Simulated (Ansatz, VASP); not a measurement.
# Two plane-wave programs on La4H

File INCAR:

```
SYSTEM = La4H
ALGO     = Normal         ! electronic algorithm
EDIFF    = 1E-6           ! SCF threshold, eV
ENCUT    = 520            ! plane-wave cutoff, eV
GGA      = PE             ! functional
ISIF     = 2              ! what is computed and relaxed
ISMEAR   = 0              ! smearing method
LASPH    = .TRUE.         ! aspherical terms in the spheres
LCHARG   = .FALSE.        ! write CHGCAR
LREAL    = .FALSE.        ! projectors in reciprocal space
LWAVE    = .FALSE.        ! write WAVECAR
NBANDS   = 30             ! bands
NELM     = 100            ! most SCF steps
PREC     = Accurate       ! precision mode
SIGMA    = 0.1            ! smearing width, eV
```

File KPOINTS:

```
k-points
0
G
  4 4 4
  0 0 0
```

File POSCAR:

```
La4H
1.0
   -3.1327682300      3.1327682300      3.1327682300
    3.1327682300     -3.1327682300      3.1327682300
    3.1327682300      3.1327682300     -3.1327682300
La H
4 1
Direct
    0.5000000000      0.5000000000      0.5000000000
    0.0000000000      0.0000000000      0.5000000000
    0.0000000000      0.5000000000      0.0000000000
    0.5000000000      0.0000000000      0.0000000000
    0.0000000000      0.0000000000      0.0000000000
```

Input for Ansatz:

```yaml
crystal:
  lattice:
    - [-3.13276823, 3.13276823, 3.13276823]
    - [3.13276823, -3.13276823, 3.13276823]
    - [3.13276823, 3.13276823, -3.13276823]
  atoms:
    - { symbol: La, position: [0.5, 0.5, 0.5] }
    - { symbol: La, position: [0.0, 0.0, 0.5] }
    - { symbol: La, position: [0.0, 0.5, 0.0] }
    - { symbol: La, position: [0.5, 0.0, 0.0] }
    - { symbol: H, position: [0.0, 0.0, 0.0] }
basis:
  ecutwfc: 420
kpoints:
  mp_grid: { grid: [4, 4, 4] }
hamiltonian:
  xc: pbe
scf:
  occupations: { method: gaussian, width: 0.1 }
  lower_state_search: "off"
output:
  forces: true
  stress: true
  eigenvalues: true
```

Alike in both runs: task single point; functional PBE; k mesh 4 × 4 × 4; occupations gaussian, width 0.1 eV; no spin polarisation.

|  | VASP | Ansatz |
| --- | --- | --- |
| version | VASP 6.6.1 | Ansatz 0.2.0 |
| potentials or method | VASP PAW PBE potentials, release 64 (La, H) | scalar-relativistic, plane waves, PAW |
| plane-wave cutoff (eV) | 520 | 420 |
| valence electrons in the cell | 45 | 45 |

|  | VASP | Ansatz | Ansatz less VASP |
| --- | --- | --- | --- |
| gap on the k mesh at the Fermi level (eV) | none | none | - |
| pressure (GPa) | 5.2 | 5.2 | -0.01 |

A gap of «none» marks a metal or a gap that the smearing closes.

Spin-orbit coupling is left out, which matters for the levels of La.
